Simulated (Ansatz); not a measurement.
```
Si O
1.0
     0.00000    2.15056    2.15056
     2.15056    0.00000    2.15056
     2.15056    2.15056    0.00000
Si O
1 2
Direct
  0.00000 0.00000 0.00000
  0.25000 0.25000 0.25000
  0.75000 0.75000 0.75000
```

PBE in Ansatz, hard PAW set made for 700 eV, wave cutoff 700 eV, 4×4×4 mesh, fixed fractional positions. The pressure is 75.7 GPa and the gap on the mesh 2.15 eV.

Q: The cell is scaled evenly to 1.128 times its volume. What pressure and gap follow, and what mean bulk modulus do the two pressures imply?

A: 21.4 GPa, gap 2.11 eV; B = −ΔP/Δln V ≈ 453 GPa over this range.

The cell is a model at fixed atoms and needn't be the relaxed known crystal. The mesh is coarse, so these values aren't converged.
